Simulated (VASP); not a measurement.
**A VASP 6.6.1 single-point calculation on CdSe**

INCAR

```
SIGMA = 0.02
EDIFF = 1E-7
LDAUL = 2 -1
PREC = Accurate
LASPH = .TRUE.
ISIF = 2
LWAVE = .FALSE.
NSW = 0
LREAL = .FALSE.
GGA = PE
LDAUJ = 0 0
LDAUU = 2.0 0
LDAUTYPE = 2
NBANDS = 16
IBRION = -1
ENCUT = 520
LCHARG = .FALSE.
LDAU = .TRUE.
ISMEAR = -1
LMAXMIX = 4
NELM = 91
```

KPOINTS

```
KPOINTS created by Atomic Simulation Environment
0
Gamma
8 8 8
0 0 0
```

POSCAR

```
Cd Se
 1.0000000000000000
     0.0000000000000000    3.0677809653998871    3.0677809653998871
     3.0677809653998871    0.0000000000000000    3.0677809653998871
     3.0677809653998871    3.0677809653998871    0.0000000000000000
 Cd  Se
   1   1
Cartesian
  0.0000000000000000  0.0000000000000000 -0.0000000000000000
  1.5338904826999433  1.5338904826999433  1.5338904826999433
```

The recommended PBE PAW datasets give the neutral cell 18 valence electrons.

Command

```
mpirun -np 1 vasp_std
```

OSZICAR

```
N       E                     dE             d eps       ncg     rms          rms(c)
DAV:   1     0.106867400836E+03    0.10687E+03   -0.88492E+03   952   0.100E+03
DAV:   2    -0.132996278145E+01   -0.10820E+03   -0.10298E+03  1184   0.245E+02
DAV:   3    -0.546272885328E+01   -0.41328E+01   -0.41274E+01  1064   0.517E+01
DAV:   4    -0.548040296591E+01   -0.17674E-01   -0.17673E-01  1224   0.341E+00
DAV:   5    -0.548051463368E+01   -0.11167E-03   -0.11167E-03  1088   0.233E-01    0.634E+00
DAV:   6    -0.514448562143E+01    0.33603E+00   -0.52367E-01  1176   0.807E+00    0.481E+00
DAV:   7    -0.512816388163E+01    0.16322E-01   -0.15143E-01  1056   0.246E+00    0.201E+00
DAV:   8    -0.513000114681E+01   -0.18373E-02   -0.13811E-02  1088   0.141E+00    0.270E-01
DAV:   9    -0.513028738626E+01   -0.28624E-03   -0.15010E-03  1104   0.481E-01    0.508E-02
DAV:  10    -0.513036231641E+01   -0.74930E-04   -0.17402E-04  1120   0.160E-01    0.429E-02
DAV:  11    -0.513041531002E+01   -0.52994E-04   -0.86213E-05  1160   0.572E-02    0.168E-02
DAV:  12    -0.513041517119E+01    0.13883E-06   -0.17856E-06  1088   0.130E-02    0.507E-03
DAV:  13    -0.513041587688E+01   -0.70569E-06   -0.19606E-06  1168   0.773E-03    0.315E-03
DAV:  14    -0.513041588797E+01   -0.11089E-07   -0.44680E-08   864   0.115E-03
   1 F= -.51304159E+01 E0= -.51304159E+01  d E =-.348479E-09
```

From OUTCAR

```
k-points           NKPTS =     29   k-points in BZ     NKDIM =     29   number of bands    NBANDS=     16

   NELECT =      18.0000    total number of electrons

   dimension x,y,z NGX =    32 NGY =   32 NGZ =   32
   dimension x,y,z NGXF=    64 NGYF=   64 NGZF=   64

  energy-cutoff  :      520.00
  volume of cell :       57.74
      direct lattice vectors                 reciprocal lattice vectors
     0.000000000  3.067780965  3.067780965    -0.162984257  0.162984257  0.162984257
     3.067780965  0.000000000  3.067780965     0.162984257 -0.162984257  0.162984257
     3.067780965  3.067780965  0.000000000     0.162984257  0.162984257 -0.162984257

 k-points in reciprocal lattice and weights: KPOINTS created by Atomic Simulation Env
   0.00000000  0.00000000  0.00000000       0.002
   0.12500000  0.00000000  0.00000000       0.016
   0.25000000  0.00000000  0.00000000       0.016
   0.37500000  0.00000000  0.00000000       0.016
   0.50000000  0.00000000  0.00000000       0.008
   0.12500000  0.12500000  0.00000000       0.012
   0.25000000  0.12500000  0.00000000       0.047
   0.37500000  0.12500000  0.00000000       0.047
   ...

 E-fermi :   1.0018

 k-point     1 :       0.0000    0.0000    0.0000
  band No.  band energies     occupation
      1     -11.7027      2.00000
      2      -7.9010      2.00000
      3      -7.9010      2.00000
      4      -7.9010      2.00000
      5      -7.5872      2.00000
      6      -7.5872      2.00000
      7       0.6627      2.00000
      8       0.6627      2.00000
      9       0.6627      2.00000
     10       1.3202      0.00000
     11       6.7001      0.00000
     12       6.7001      0.00000
     13       6.7001      0.00000
     14      10.4247      0.00000
     15      11.6598      0.00000
     16      11.6598      0.00000

 k-point     2 :       0.1250    0.0000    0.0000
  band No.  band energies     occupation
      1     -11.6582      2.00000
      2      -7.8869      2.00000
      3      -7.8869      2.00000
      4      -7.8480      2.00000
      5      -7.5879      2.00000
      6      -7.5879      2.00000
      7      -0.5018      2.00000
      8       0.5489      2.00000
      9       0.5489      2.00000
     10       2.3003      0.00000
     11       6.4726      0.00000
     12       6.8935      0.00000
     13       6.8935      0.00000
     14      10.9309      0.00000
     15      10.9309      0.00000
     16      11.1452      0.00000

 k-point     3 :       0.2500    0.0000    0.0000
  band No.  band energies     occupation
      1     -11.5518      2.00000
      2      -7.8560      2.00000
      3      -7.8560      2.00000
      4      -7.6801      2.00000
      5      -7.5856      2.00000
      6      -7.5856      2.00000
      7      -1.9016      2.00000
      8       0.2973      2.00000
      9       0.2973      2.00000
     10       3.0118      0.00000
     11       6.6648      0.00000
     12       7.1890      0.00000
     13       7.1890      0.00000
     14      10.6989      0.00000
     15      10.6989      0.00000
     16      10.8041      0.00000

 ...

  Total        0.5720459      0.5720459      0.5720459     -0.0000000      0.0000000     -0.0000000
  in kB       15.8722465     15.8722465     15.8722465     -0.0000000      0.0000000     -0.0000000
  external PRESSURE =      15.8722465 kB  Pullay stress =       0.0000000 kB

 POSITION                                       TOTAL-FORCE (eV/Angst)
 -----------------------------------------------------------------------------------
      0.00000      0.00000      0.00000         0.000000      0.000000      0.000000
      1.53389      1.53389      1.53389        -0.000000     -0.000000     -0.000000
 -----------------------------------------------------------------------------------
    total drift:                               -0.000000     -0.000000     -0.000000

  FREE ENERGIE OF THE ION-ELECTRON SYSTEM (eV)
  ---------------------------------------------------
  free  energy   TOTEN  =        -5.1304158880 eV

  energy  without entropy=       -5.1304158876  energy(sigma->0) =       -5.13041589
```

It converged. Results: gap between bands v and c on the k mesh 0.66 eV; least direct gap on the k mesh 0.66 eV; pressure 1.6 GPa. Band v is the last that the valence electrons fill when counted band by band, and c is the next.

For comparison, a separate PBE run of the intended cell, on usual settings and not on those above, gives a gap of 0.55 eV on its mesh and a pressure of 1.7 GPa.

The run above took about 20 s on one core of a shared host (Intel Xeon Platinum 8488C) and held 0.18 GiB at most.
